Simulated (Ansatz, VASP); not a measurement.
**P in VASP and in Ansatz**

```
P
1.0
     0.00000    1.93719    1.93719
     1.93719    0.00000    1.93719
     1.93719    1.93719    0.00000
P
1
Direct
  0.00000 0.00000 0.00000
```

Alike in both runs: functional PBE; k mesh 17 × 17 × 17; occupations fermi-dirac, width 0.1 eV; no spin polarisation.

Ansatz relaxed the structure, and its values are those at the end. VASP's run is a single point on that final structure, the one shown.

|  | VASP | Ansatz |
| --- | --- | --- |
| version | VASP 6.6.1 | Ansatz 0.2.0 |
| potentials or method | VASP PAW PBE potentials, release 64 (P) | PAW with Ansatz's default frozen-core files, scalar-relativistic |
| plane-wave cutoff (eV) | 520 | 420 |
| valence electrons in the cell | 5 | 5 |

Ansatz gave:

| Property | Result |
| --- | --- |
| pressure (GPa) | 0.0 |

Task: Which values does VASP return?

Result: Pressure (GPa): -0.2.
